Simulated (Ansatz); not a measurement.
B: all-electron results

```xyz
1
Lattice="-1.1538 1.1538 1.1538 1.1538 -1.1538 1.1538 1.1538 1.1538 -1.1538" Properties=species:S:1:pos:R:3 pbc="T T T"
B     0.0000    0.0000    0.0000
```

The cell was built from the bcc type and relaxed in the same program, and has space group Im-3m; it needn't be a known or the stable phase.

These are results of DFT, PBE, all-electron LAPW, scalar-relativistic (Ansatz 0.2.0), not measurements.

Settings: a Γ-centred 18×18×18 k mesh, Fermi–Dirac smearing of 0.08 eV, basis error target 0.25 meV/atom, no spin polarisation.

```json
{"Volume per atom": "6.14 Å³", "Pressure at this cell": "-0.08 GPa"}
```

Task: Density of states at the Fermi level (0.2 eV bin): what does the calculation give?

Result: 0.22 states/eV per cell.

Task: Predict this quantity. Band gap.

Result: none: with an odd electron count and no spin polarisation the bands can't all be full, a metal in this set-up (spin order or a larger cell could open a gap).
